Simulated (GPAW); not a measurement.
## Magnetic state of 1 ML Co on W(001), 3 substrate layers from several starts

A self-consistent run ends on one state, which hangs on the start. Several orders of 1 ML Co on W(001), 3 substrate layers are started in GPAW and their energies compared.

Program: GPAW 26.7.0. Level of theory: PBE; plane waves with GPAW's PAW setups, scalar-relativistic. Results are calculated unless marked as measured.

**1. Starting point**

The cell holds 4 atoms: 3 W and 1 Co. Cell: a = 3.165 Å, b = 3.165 Å, c = 18.528 Å, α = 90.0°, β = 90.0°, γ = 90.0°. pseudomorphic film on the substrate's lattice, hard-sphere layer spacings, unrelaxed, 14 A of vacuum. Vacuum lies along c.

**2. Run 1 (ferro +)**

The parallel start comes first: it fits the smallest cell, keeps the most symmetry and shows whether parallel moments form.

order1.py

```python
import json
import numpy as np
from ase import Atoms
from ase.parallel import paropen, parprint
from gpaw import GPAW

atoms = Atoms(['W', 'W', 'W', 'Co'],
    cell=[[3.16469, 0.0, 0.0],
         [0.0, 3.16469, 0.0],
         [0.0, 0.0, 18.527998]],
    scaled_positions=[[0.0, 0.0, 0.377807],
         [0.5, 0.5, 0.46321],
         [0.0, 0.0, 0.548612],
         [0.5, 0.5, 0.622193]],
    pbc=True,
    magmoms=[0.0, 0.0, 0.0, 2.0])
atoms.calc = GPAW(mode={'name': 'pw', 'ecut': 500},
    xc='PBE',
    kpts={'size': (10, 10, 1), 'gamma': True},
    occupations={'name': 'fermi-dirac', 'width': 0.05},
    convergence={'density': 1e-05, 'energy': 1e-05},
    maxiter=250,
    symmetry={'tolerance': 1e-4},
    txt='order1.txt')
e = atoms.get_potential_energy(force_consistent=True)
res = {'free_energy': e, 'energy_sigma0': atoms.get_potential_energy(), 'fermi_energy': atoms.calc.get_fermi_level()}
res['moments'] = atoms.get_magnetic_moments().tolist()
res['total'] = atoms.get_magnetic_moment()
parprint('site moments (muB):', np.round(res['moments'], 3))
parprint(f"total moment: {res['total']:.3f} muB")
parprint(f'free energy: {e:.6f} eV')
atoms.calc.write('order1.gpw')
with paropen('results.json', 'w') as f:
    json.dump(res, f)
```

Command:

```bash
> OMP_NUM_THREADS=1 mpirun -n 8 gpaw python order1.py > order1.log
```

The program printed:

```text
site moments (muB): [ 0.04  -0.029  0.027  1.187]
total moment: 1.322 muB
free energy: -38.374491 eV

--- order1.txt ---
Input parameters:
  mode=PW(ecut=500),
  convergence={'density': 1e-05, 'energy': 1e-05},
  kpts=MonkhorstPack(size=(10, 10, 1), gamma=True),
  maxiter=250,
  occupations=Occupations(name='fermi-dirac', width=0.05),
  symmetry=Symmetry(tolerance=0.0001),
  xc=XC(name='PBE')

Diagonalizing LCAO Hamiltonian
Converting LCAO to pw mode
   .-------.
  /|       |
 * |       |
 | |       |
 | |       |
 | |       |
 | |       |
 | |       |
 | |       |
 | |       |
 | |  Co   |
 | |       |
 W |       |
 | |  W    |
 | |       |
 | |       |
 W |       |
 | |       |
 | |       |
 | |       |
 | |       |
 | |       |
 | |       |
 | .-------.
 |/       /
 *-------*

Atoms  # Å, Bohr magnetons
|   | symbol |        x |        y |         z |    initial magnetic moments |
|---|--------|----------|----------|-----------|-----------------------------|
| 0 |      W | 0.000000 | 0.000000 |  7.000007 | ( 0.0000,  0.0000,  0.0000) |
| 1 |      W | 1.582345 | 1.582345 |  8.582354 | ( 0.0000,  0.0000,  0.0000) |
| 2 |      W | 0.000000 | 0.000000 | 10.164682 | ( 0.0000,  0.0000,  0.0000) |
| 3 |     Co | 1.582345 | 1.582345 | 11.527991 | ( 0.0000,  0.0000,  2.0000) |

Unit cell  # Å
| periodic |        x |        y |         z |   lengths |    angles |
|----------|----------|----------|-----------|-----------|-----------|
|      yes | 3.164690 | 0.000000 |  0.000000 |  3.164690 | 90.000000 |
|      yes | 0.000000 | 3.164690 |  0.000000 |  3.164690 | 90.000000 |
|      yes | 0.000000 | 0.000000 | 18.527998 | 18.527998 | 90.000000 |

Number of symmetries: 8

BZ-sampling:
  Number of BZ points: 100
  Number of IBZ points: 21

  Monkhorst-Pack size: [10, 10, 1]
  Monkhorst-Pack shift: [0.05, 0.05, 0.0]

K-points  # in reciprocal-cell coordinates
|     |                                coordinates |     weight |
|-----|--------------------------------------------|------------|
|   0 | (  0.00000000,   0.00000000,   0.00000000) | 0.01000000 |
|   1 | (  0.10000000,   0.00000000,   0.00000000) | 0.04000000 |
|   2 | (  0.10000000,   0.10000000,   0.00000000) | 0.04000000 |
|   3 | (  0.20000000,   0.00000000,   0.00000000) | 0.04000000 |
|   4 | (  0.20000000,   0.10000000,   0.00000000) | 0.08000000 |
|   5 | (  0.20000000,   0.20000000,   0.00000000) | 0.04000000 |
|   6 | (  0.30000000,   0.00000000,   0.00000000) | 0.04000000 |
|   7 | (  0.30000000,   0.10000000,   0.00000000) | 0.08000000 |
|   8 | (  0.30000000,   0.20000000,   0.00000000) | 0.08000000 |
|   9 | (  0.30000000,   0.30000000,   0.00000000) | 0.04000000 |
| ... |                                            |            |
|  20 | (  0.50000000,   0.50000000,   0.00000000) | 0.01000000 |

Plane wave coefficients: 4760
Cutoff: 500.0 eV

Spin-components: 2 (collinear spins)
Bands:           36
Projectors:      24
Spin-degeneracy: 1
Datatype:        complex128

Parallelization:
  kpt:    8
  domain: 1
  band:   1

Density:
  Valence electrons: 51.0
  Components: 2
  Grid points: [18 18 96]
  Charge: 0.0  # |e|

Potential:
  Grid points: [18 18 96]

species:
  W:
    name:    Tungsten
    Z:       74.0
    valence: 14
    core:    60
    charge:  0.0  # [|e|]
    compensation charges:
      type: gauss
      rc: 0.40  # [Å]
      lmax: 2
    cutoffs:
      filter: 2.36  # [Å]
      core: 3.02  # [Å]
    projectors
    | kind |    occ | energy [eV] | rcut [Å] |
    |------|--------|-------------|----------|
    |   5s |  2.000 |     -78.830 |    1.344 |
    |   6s |  2.000 |      -5.697 |    1.344 |
    |   5p |  6.000 |     -43.233 |    1.355 |
    |   6p |  0.000 |      -1.367 |    1.355 |
    |   5d |  4.000 |      -4.494 |    1.228 |
    |    d |        |      22.717 |    1.228 |

    Using partial waves for W as LCAO basis

  Co:
    name:    Cobalt
    Z:       27.0
    valence: 9
    core:    18
    charge:  0.0  # [|e|]
    compensation charges:
      type: gauss
      rc: 0.32  # [Å]
      lmax: 2
    cutoffs:
      filter: 1.87  # [Å]
      core: 2.55  # [Å]
    projectors
    | kind |    occ | energy [eV] | rcut [Å] |
    |------|--------|-------------|----------|
    |   4s |  2.000 |      -5.469 |    1.005 |
    |   4p |  0.000 |      -1.277 |    1.058 |
    |   3d |  7.000 |      -8.205 |    1.005 |
    |    s |        |      21.742 |    1.005 |
    |    p |        |      25.934 |    1.058 |
    |    d |        |      19.007 |    1.005 |

    Using partial waves for Co as LCAO basis

Reference energy: -1354217.724871  # eV

eigensolver:
  PPCG
  Converge bands: occupied
  niter=2

density mixing:
  MSR1-Mixer
  Pratt-step length: 0.05
  Maximum mixing coefficient: 0.75
  Old densities: 10
  SVD Regularization: 0.005
  Good broyden scale: 1.0
  Trust region scale: 1.0
  Backstep threshold: 4.0
  History deletion threshold: 6.0
  Fourier metric: weight=20.0, sigma=0.015

occupation numbers:
  Fermi-Dirac:
    width: 0.0500  # eV

poisson solver:
  ecut: 4000.0  # eV

xc functional:
  name: PBE with 2 nearest neighbor stencil

convergence criteria:
- Maximum integral of absolute [dens]ity change: 1e-05 electrons / valence electron
- Maximum [total energy] change in last 3 cyles: 1e-05 eV / valence electron
- Maximum integral of absolute [eigenst]ate change: 4e-08 eV^2 / valence electron
maximum number of iterations: 250

SCF iterations
|iter     |      energy | eigst |  dens |  magmom |
|---------|-------------|-------|-------|---------|
|iter:   1|       0s |  -41.640991 | +0.11 |       |  +2.0026|
|iter:   2|       1s |  -44.235689 | -0.91 | -0.85 |  +1.9506|
|iter:   3|       2s |  -39.766917 | -1.37 | -0.77 |  +1.9677|
|iter:   4|       2s |  -38.909725 | -1.28 | -1.01 |  +1.8789|
|iter:   5|       3s |  -38.605923 | -1.95 | -1.15 |  +1.8276|
|iter:   6|       4s |  -38.408473 | -1.91 | -1.26 |  +1.7266|
|iter:   7|       5s |  -38.397436 | -1.85 | -1.36 |  +1.6020|
|iter:   8|       5s |  -38.305152 | -2.60 | -1.42 |  +1.5362|
|iter:   9|       6s |  -38.336181 | -2.79 | -1.72 |  +1.4174|
|iter:  10|       7s |  -38.359322 | -3.13 | -1.82 |  +1.3247|
|iter:  11|       8s |  -38.348807 | -3.39 | -1.93 |  +1.2570|
|iter:  12|       9s |  -38.351545 | -4.04 | -2.54 |  +1.2507|
|iter:  13|       9s |  -38.352465 | -4.16 | -2.66 |  +1.2509|
|iter:  14|      10s |  -38.353049 | -4.39 | -2.71 |  +1.2601|
|iter:  15|      11s |  -38.353729 | -4.34 | -2.89 |  +1.2624|
|iter:  16|      11s |  -38.353017 | -4.56 | -2.71 |  +1.2636|
|iter:  17|      12s |  -38.353212 | -5.38 | -3.15 |  +1.2729|
|iter:  18|      13s |  -38.353422c| -5.53 | -3.27 |  +1.2840|
|iter:  19|      14s |  -38.353646c| -5.70 | -3.46 |  +1.2953|
|iter:  20|      15s |  -38.353817c| -5.78 | -3.56 |  +1.3064|
|iter:  21|      15s |  -38.353908c| -6.10 | -3.45 |  +1.3093|
|iter:  22|      16s |  -38.353956c| -6.58 | -3.57 |  +1.3134|
|iter:  23|      17s |  -38.354013c| -6.93 | -4.04 |  +1.3173|
|iter:  24|      18s |  -38.354041c| -7.27 | -4.34 |  +1.3199|
|iter:  25|      18s |  -38.354067c| -7.53c| -4.20 |  +1.3210|
|iter:  26|      19s |  -38.354070c| -7.87c| -4.27 |  +1.3217|
|iter:  27|      20s |  -38.354069c| -7.85c| -4.92 |  +1.3217|
|iter:  28|      20s |  -38.354071c| -7.56c| -4.47 |  +1.3217|
|iter:  29|      21s |  -38.354071c| -8.21c| -5.31c|  +1.3217|

Converged in 29 steps
Energy contributions relative to reference atoms: (reference = -1354217.724871)

Energy contributions:
  Kinetic:          -4.732602
  Coulomb:          -2.056429
  Zero:              0.001109
  External:          0.000000
  Xc:              -31.545730
  Entropy:          -0.040840
  Spinorbit:         0.000000
  ----------------------------
  Free energy:     -38.374491
  Extrapolated:    -38.354071

dipole moment: (-23.595398, -23.595398, -0.015413)  # |e|*Ang

Total magnetic moment: (0.000000, 0.000000, 1.321743)

Local magnetic moments
|        x |        y |         z |
|----------|----------|-----------|
| 0.000000 | 0.000000 |  0.039604 |  # W    0
| 0.000000 | 0.000000 | -0.028876 |  # W    1
| 0.000000 | 0.000000 |  0.026798 |  # W    2
| 0.000000 | 0.000000 |  1.187315 |  # Co   3

Fermi level: 1.550
Eigenvalues  # (at kpt = [0.000, 0.000, 0.000])
| band index |      eig [eV] | occ [0-1] |      eig [eV] | occ [0-1] |
|------------|---------------|-----------|---------------|-----------|
|          0 |       -72.551 |     1.000 |       -72.533 |     1.000 |
|        ... |               |           |               |           |
|         18 |        -0.230 |     1.000 |         0.427 |     1.000 |
|         19 |        -0.230 |     1.000 |         0.515 |     1.000 |
|         20 |        -0.201 |     1.000 |         0.515 |     1.000 |
|         21 |         0.048 |     1.000 |         0.723 |     1.000 |
|         22 |         0.182 |     1.000 |         0.723 |     1.000 |
|         23 |         0.665 |     1.000 |         0.769 |     1.000 |
|         24 |         0.665 |     1.000 |         1.249 |     0.998 |
|         25 |         1.210 |     0.999 |         1.618 |     0.204 |
|         26 |         1.448 |     0.884 |         1.644 |     0.133 |
|         27 |         1.819 |     0.005 |         1.918 |     0.001 |
|         28 |         1.819 |     0.005 |         1.918 |     0.001 |
|         29 |         2.497 |     0.000 |         2.704 |     0.000 |
|         30 |         3.500 |     0.000 |         3.614 |     0.000 |
|         31 |         4.239 |     0.000 |         4.392 |     0.000 |
|         32 |         4.532 |     0.000 |         4.576 |     0.000 |
|         33 |         4.532 |     0.000 |         4.576 |     0.000 |
|        ... |               |           |               |           |
|         35 |         5.807 |     0.000 |         5.840 |     0.000 |

No gap
No difference between direct/indirect transitions
```

The job ended after 25 s (8 MPI ranks of AMD EPYC 9B45 (Zen 5), shared host; peak memory 1.9 GiB; 3.4 min of CPU time).

Spin moment in the augmentation sphere by atom:

```tsv
atom	spin moment in the augmentation sphere (μB)
W1	0.04
W2	-0.03
W3	0.03
Co4	1.19
```

This step gave:

```yaml
magnetization: 1.322 μB
final_state: ferromagnetic
```

After 29 cycles the largest moment stands at 1.19 μB.

**3. Order 2, typed as antiferro q=(1/2,1/2,0) +-**

Another pattern of signs weighs the neighbour shells otherwise.

The cell is doubled to 8 atoms to hold this order. Its mesh is chosen so that both cells sample the same points.

order2.py

```python
import json
import numpy as np
from ase import Atoms
from ase.parallel import paropen, parprint
from gpaw import GPAW

atoms = Atoms(['W', 'W', 'W', 'W', 'W', 'W', 'Co', 'Co'],
    cell=[[6.32938, 0.0, 0.0],
         [3.16469, 3.16469, 0.0],
         [0.0, 0.0, 18.527998]],
    scaled_positions=[[0.0, 0.0, 0.377807],
         [0.5, 0.0, 0.377807],
         [0.0, 0.5, 0.46321],
         [0.5, 0.5, 0.46321],
         [0.0, 0.0, 0.548612],
         [0.5, 0.0, 0.548612],
         [0.0, 0.5, 0.622193],
         [0.5, 0.5, 0.622193]],
    pbc=True,
    magmoms=[0.0, 0.0, 0.0, 0.0, 0.0, 0.0, 2.0, -2.0])
atoms.calc = GPAW(mode={'name': 'pw', 'ecut': 500},
    xc='PBE',
    kpts={'size': (5, 10, 1), 'gamma': True},
    occupations={'name': 'fermi-dirac', 'width': 0.05},
    convergence={'density': 1e-05, 'energy': 1e-05},
    maxiter=250,
    symmetry={'tolerance': 1e-4},
    txt='order2.txt')
e = atoms.get_potential_energy(force_consistent=True)
res = {'free_energy': e, 'energy_sigma0': atoms.get_potential_energy(), 'fermi_energy': atoms.calc.get_fermi_level()}
res['moments'] = atoms.get_magnetic_moments().tolist()
res['total'] = atoms.get_magnetic_moment()
parprint('site moments (muB):', np.round(res['moments'], 3))
parprint(f"total moment: {res['total']:.3f} muB")
parprint(f'free energy: {e:.6f} eV')
atoms.calc.write('order2.gpw')
with paropen('results.json', 'w') as f:
    json.dump(res, f)
```

Command:

```bash
> OMP_NUM_THREADS=1 mpirun -n 8 gpaw python order2.py > order2.log
```

The program printed:

```text
site moments (muB): [ 0.     0.     0.015 -0.015  0.     0.     1.518 -1.518]
total moment: -0.000 muB
free energy: -76.887109 eV

--- order2.txt ---
Input parameters:
  mode=PW(ecut=500),
  convergence={'density': 1e-05, 'energy': 1e-05},
  kpts=MonkhorstPack(size=(5, 10, 1), gamma=True),
  maxiter=250,
  occupations=Occupations(name='fermi-dirac', width=0.05),
  symmetry=Symmetry(tolerance=0.0001),
  xc=XC(name='PBE')

Diagonalizing LCAO Hamiltonian
Converting LCAO to pw mode

            Co     Co

       W      W
            W      W

       W      W

Atoms  # Å, Bohr magnetons
|   | symbol |        x |        y |         z |    initial magnetic moments |
|---|--------|----------|----------|-----------|-----------------------------|
| 0 |      W | 0.000000 | 0.000000 |  7.000007 | ( 0.0000,  0.0000,  0.0000) |
| 1 |      W | 3.164690 | 0.000000 |  7.000007 | ( 0.0000,  0.0000,  0.0000) |
| 2 |      W | 1.582345 | 1.582345 |  8.582354 | ( 0.0000,  0.0000,  0.0000) |
| 3 |      W | 4.747035 | 1.582345 |  8.582354 | ( 0.0000,  0.0000,  0.0000) |
| 4 |      W | 0.000000 | 0.000000 | 10.164682 | ( 0.0000,  0.0000,  0.0000) |
| 5 |      W | 3.164690 | 0.000000 | 10.164682 | ( 0.0000,  0.0000,  0.0000) |
| 6 |     Co | 1.582345 | 1.582345 | 11.527991 | ( 0.0000,  0.0000,  2.0000) |
| 7 |     Co | 4.747035 | 1.582345 | 11.527991 | ( 0.0000,  0.0000, -2.0000) |

Unit cell  # Å
| periodic |        x |        y |         z |   lengths |    angles |
|----------|----------|----------|-----------|-----------|-----------|
|      yes | 6.329380 | 0.000000 |  0.000000 |  6.329380 | 90.000000 |
|      yes | 3.164690 | 3.164690 |  0.000000 |  4.475548 | 90.000000 |
|      yes | 0.000000 | 0.000000 | 18.527998 | 18.527998 | 45.000000 |

Number of symmetries: 2

BZ-sampling:
  Number of BZ points: 50
  Number of IBZ points: 26

  Monkhorst-Pack size: [5, 10, 1]
  Monkhorst-Pack shift: [0.0, 0.05, 0.0]

Plane wave coefficients: 9488
Cutoff: 500.0 eV

Spin-components: 2 (collinear spins)
Bands:           66
Projectors:      48
Spin-degeneracy: 1
Datatype:        complex128

Parallelization:
  kpt:    8
  domain: 1
  band:   1

Density:
  Valence electrons: 102.0
  Components: 2
  Grid points: [35 24 96]
  Charge: 0.0  # |e|

Potential:
  Grid points: [35 24 96]

[... setups left out ...]
Reference energy: -2708435.449742  # eV

eigensolver:
  PPCG
  Converge bands: occupied
  niter=2

density mixing:
  MSR1-Mixer
  Pratt-step length: 0.05
  Maximum mixing coefficient: 0.75
  Old densities: 10
  SVD Regularization: 0.005
  Good broyden scale: 1.0
  Trust region scale: 1.0
  Backstep threshold: 4.0
  History deletion threshold: 6.0
  Fourier metric: weight=20.0, sigma=0.015

occupation numbers:
  Fermi-Dirac:
    width: 0.0500  # eV

poisson solver:
  ecut: 4000.0  # eV

xc functional:
  name: PBE with 2 nearest neighbor stencil

convergence criteria:
- Maximum integral of absolute [dens]ity change: 1e-05 electrons / valence electron
- Maximum [total energy] change in last 3 cyles: 1e-05 eV / valence electron
- Maximum integral of absolute [eigenst]ate change: 4e-08 eV^2 / valence electron
maximum number of iterations: 250

SCF iterations
|iter     |      energy | eigst |  dens |  magmom |
|---------|-------------|-------|-------|---------|
|iter:   1|       0s |  -83.136429 | +0.14 |       |  +0.0000|
|iter:   2|       4s |  -86.806202 | -0.47 | -0.86 |  +0.0000|
|iter:   3|       7s |  -79.590502 | -1.11 | -0.84 |  +0.0000|
|iter:   4|      11s |  -77.776449 | -0.92 | -1.04 |  +0.0000|
|iter:   5|      15s |  -77.299166 | -1.62 | -1.19 |  +0.0000|
|iter:   6|      19s |  -77.006179 | -1.48 | -1.31 |  +0.0000|
|iter:   7|      23s |  -76.806629 | -1.92 | -1.40 |  -0.0000|
|iter:   8|      27s |  -76.931282 | -2.39 | -1.72 |  +0.0004|
|iter:   9|      31s |  -76.852649 | -2.41 | -1.65 |  -0.0026|
|iter:  10|      35s |  -76.981301 | -2.31 | -1.98 |  +0.0127|
|iter:  11|      39s |  -76.842551 | -2.51 | -1.66 |  +0.0002|
|iter:  12|      43s |  -76.846627 | -3.32 | -2.22 |  +0.0012|
|iter:  13|      47s |  -76.846297 | -4.15 | -2.63 |  +0.0014|
|iter:  14|      51s |  -76.847001c| -4.66 | -2.85 |  +0.0012|
|iter:  15|      55s |  -76.847588 | -5.06 | -3.02 |  +0.0009|
|iter:  16|      59s |  -76.848054 | -5.06 | -3.21 |  +0.0006|
|iter:  17|      63s |  -76.848204c| -5.20 | -3.49 |  +0.0003|
|iter:  18|      67s |  -76.848355c| -5.25 | -3.41 |  +0.0002|
|iter:  19|      71s |  -76.848308c| -5.92 | -3.58 |  +0.0001|
|iter:  20|      75s |  -76.848404c| -5.87 | -3.36 |  -0.0000|
|iter:  21|      79s |  -76.848556c| -5.09 | -3.71 |  -0.0005|
|iter:  22|      83s |  -76.848344c| -5.28 | -3.05 |  -0.0000|
|iter:  23|      87s |  -76.848354c| -6.65 | -4.25 |  -0.0001|
|iter:  24|      91s |  -76.848349c| -7.33 | -4.49 |  -0.0001|
|iter:  25|      95s |  -76.848349c| -7.76c| -4.58 |  -0.0001|
|iter:  26|      97s |  -76.848351c| -7.91c| -4.96 |  -0.0000|
|iter:  27|      99s |  -76.848351c| -7.90c| -5.01c|  -0.0000|

Converged in 27 steps
Energy contributions relative to reference atoms: (reference = -2708435.449742)

Energy contributions:
  Kinetic:          -7.637253
  Coulomb:          -5.721211
  Zero:             -0.000721
  External:          0.000000
  Xc:              -63.450406
  Entropy:          -0.077517
  Spinorbit:         0.000000
  ----------------------------
  Free energy:     -76.887109
  Extrapolated:    -76.848351

dipole moment: (-134.989680, -47.187335, -0.039397)  # |e|*Ang

Total magnetic moment: (0.000000, 0.000000, -0.000019)

Local magnetic moments
|        x |        y |         z |
|----------|----------|-----------|
| 0.000000 | 0.000000 |  0.000007 |  # W    0
| 0.000000 | 0.000000 |  0.000006 |  # W    1
| 0.000000 | 0.000000 |  0.014982 |  # W    2
| 0.000000 | 0.000000 | -0.014990 |  # W    3
| 0.000000 | 0.000000 |  0.000002 |  # W    4
| 0.000000 | 0.000000 |  0.000004 |  # W    5
| 0.000000 | 0.000000 |  1.518361 |  # Co   6
| 0.000000 | 0.000000 | -1.518387 |  # Co   7

Fermi level: 1.527
Eigenvalues  # (at kpt = [0.000, 0.000, 0.000])
| band index |      eig [eV] | occ [0-1] |      eig [eV] | occ [0-1] |
|------------|---------------|-----------|---------------|-----------|
|          0 |       -72.507 |     1.000 |       -72.507 |     1.000 |
|        ... |               |           |               |           |
|         42 |         0.189 |     1.000 |         0.189 |     1.000 |
|         43 |         0.408 |     1.000 |         0.408 |     1.000 |
|         44 |         0.408 |     1.000 |         0.408 |     1.000 |
|         45 |         0.686 |     1.000 |         0.686 |     1.000 |
|         46 |         0.686 |     1.000 |         0.686 |     1.000 |
|         47 |         1.207 |     0.998 |         1.207 |     0.998 |
|         48 |         1.329 |     0.981 |         1.329 |     0.981 |
|         49 |         1.510 |     0.586 |         1.510 |     0.586 |
|         50 |         1.579 |     0.262 |         1.579 |     0.262 |
|         51 |         1.837 |     0.002 |         1.837 |     0.002 |
|         52 |         1.837 |     0.002 |         1.837 |     0.002 |
|         53 |         2.196 |     0.000 |         2.196 |     0.000 |
|         54 |         2.197 |     0.000 |         2.197 |     0.000 |
|         55 |         2.651 |     0.000 |         2.651 |     0.000 |
|         56 |         3.390 |     0.000 |         3.390 |     0.000 |
|         57 |         3.540 |     0.000 |         3.540 |     0.000 |
|        ... |               |           |               |           |
|         65 |         4.908 |     0.000 |         4.908 |     0.000 |

No gap
No difference between direct/indirect transitions
```

Elapsed: 1.8 min, on 8 MPI ranks; peak memory 3.4 GiB; 15 min of CPU time.

Spin moment in the augmentation sphere by atom:

```tsv
atom	spin moment in the augmentation sphere (μB)
W1	0.00
W2	0.00
W3	0.01
W4	-0.01
W5	0.00
W6	0.00
Co7	1.52
Co8	-1.52
```

This step gave:

| Item | Value |
| --- | --- |
| magnetization | 0 μB |
| final state | antiferromagnetic |

It lies 69.1 meV a seeded atom under the first start, and its largest moment is 1.52 μB against 1.19 μB.

(Part 1 of 2 ends here.)

[Logs and program files are shortened in this print: banners, set-up blocks, solver, clock and traceback lines can be left out without a mark of their own.]

[Logs are printed without paths, hosts, clocks, repeated set-up lines and the standing remarks that a program may print on its own settings, such as how far it seeks lower states.]

[Hosts, paths, dates, database ids (printed as entryN), source tags and the programs' standing remarks are cut or masked in the printed files.]

[Where a cell is said to come from a database of computed structures, the database is the Materials Project.]
